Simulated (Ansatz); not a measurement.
SnO:

```xyz
8
Lattice="2.5000 -2.8600 0.0000 2.5000 2.8600 0.0000 0.0000 0.0000 11.1200" Properties=species:S:1:pos:R:3 pbc="T T T"
Sn    2.5000   -0.3375    2.7355
Sn    2.5000    0.3375    8.2955
Sn    0.0000    0.0000    5.5600
Sn    0.0000    0.0000    0.0000
O     3.4000   -1.4300    1.3344
O     1.6000    1.4300    6.8944
O     1.6000   -1.4300    1.3344
O     3.4000    1.4300    6.8944
```

Base run:

| Item | Value |
| --- | --- |
| Program | Ansatz 0.2.0 |
| Functional | LDA |
| Potentials or basis | all-electron LAPW, scalar-relativistic |
| Cutoff | 406 eV (chosen from the basis error) |
| Basis error allowed | 0.002 eV/atom |
| k mesh | 7 × 7 × 3 |
| Occupations | fermi-dirac, width 0.05 eV |
| Spin | no spin polarisation |

Its results: pressure 4.2 GPa; largest force 8.252 eV/Å.

Problem. The run is repeated on the same cell with these changes: functional from LDA to PBEsol. What comes out?

Solution. Pressure 6.5 GPa; largest force 8.450 eV/Å.

PBEsol binds less tightly than LDA, so the same cell stands under more pressure.

Caveats: forces of over 1 eV/Å show positions far from the minimum, so gaps and moduli don't describe the material at rest.
